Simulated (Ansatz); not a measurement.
# TiO2: the cost of one run

Computed with Ansatz 0.2.0 (DFT r2SCAN, scalar-relativistic, plane waves, PAW, unless a step's input says otherwise).

1 further run of the same task is left out (set aside as unsound or not needed).

### Step 1. The structure to begin with

Symmetry: P4_2/mnm, No. 136, tetragonal system. Conventional cell: a = 4.597 Å, b = 4.597 Å, c = 2.954 Å, α = 90.00°, β = 90.00°, γ = 90.00°. Around Ti (site symmetry mmm) lie 6 O at 1.95 to 1.98 Å. O (site symmetry m2m) has 3 Ti at 1.95 to 1.98 Å in its first shell of neighbours.

Coordinates:

```cif
data_structure
_symmetry_space_group_name_H-M 'P4_2/mnm'
_symmetry_Int_Tables_number 136
_cell_length_a 4.5967
_cell_length_b 4.5967
_cell_length_c 2.9537
_cell_angle_alpha 90.000
_cell_angle_beta 90.000
_cell_angle_gamma 90.000
_cell_volume 62.41
loop_
_atom_site_label
_atom_site_type_symbol
_atom_site_symmetry_multiplicity
_atom_site_Wyckoff_symbol
_atom_site_fract_x
_atom_site_fract_y
_atom_site_fract_z
_atom_site_occupancy
Ti1 Ti 2 a 0.00000 0.00000 0.00000 1
O1 O 4 f 0.30461 0.30461 0.00000 1
```

This cell was relaxed beforehand with the same method: volume 10.40 Å³/atom, gap on the mesh 2.22 eV.

### Step 2. Zero of energy

The reference gives a free energy of -7292.5779 eV, pressure 0.00 GPa, largest force 0.000 eV/Å and gap on the mesh 2.22 eV. It was computed beforehand with the settings of the runs below.

### Step 3. The disturbance

All atoms moved at random, sigma 0.1 Å a component, cell strained at random, sigma 0.03. Displacements in the unstrained cell, with the mean shift removed:

```tsv
atom	ux (Å)	uy (Å)	uz (Å)
Ti1	0.003	-0.004	-0.052
Ti2	-0.007	-0.001	0.004
O3	-0.057	0.232	0.089
O4	-0.034	-0.115	0.007
O5	-0.051	-0.027	-0.118
O6	0.146	-0.085	0.070
```

Strain (xx, yy, zz, yz, xz, xy; engineering shear): (-0.0334, 0.0676, 0.0353, -0.0377, 0.0336, 0.0101).

### Step 4. Single point of the disturbed structure

The input, input.yaml:

```yaml
crystal:
  lattice:
    - [4.4430413372, 0.0232085421, 0.0772523241]
    - [0.0232085421, 4.9074564985, -0.0866550097]
    - [0.0496389832, -0.05568074, 3.0579553439]
  atoms:
    - { symbol: Ti, position: [0.0005935507, -0.0007846767, -0.0175476012] }
    - { symbol: Ti, position: [0.4985749961, 0.4997812965, 0.5014178778] }
    - { symbol: O, position: [0.2921889041, 0.3550738906, 0.030149027] }
    - { symbol: O, position: [0.188073213, 0.7796029983, 0.5022759371] }
    - { symbol: O, position: [0.6842240491, 0.6894715684, -0.0400531577] }
    - { symbol: O, position: [0.836345287, 0.1768549229, 0.523757917] }
basis:
  ecutwfc: 500
kpoints:
  mp_grid: { grid: [6, 6, 8] }
hamiltonian:
  xc: r2scan
scf:
  occupations: { method: gaussian, width: 0.05 }
output:
  forces: true
  stress: true
  eigenvalues: true
```

Run with:

```sh
$ ansatz run input.yaml --threads 2 --pin off --max-ram 5120MiB --backend cpu --events-out ev --progress --plain --runs-dir out
```

Q: Estimate wall time and peak memory on 2 threads of Arm Neoverse V1, shared host.

About 37 s, with a peak of 0.61 GiB.
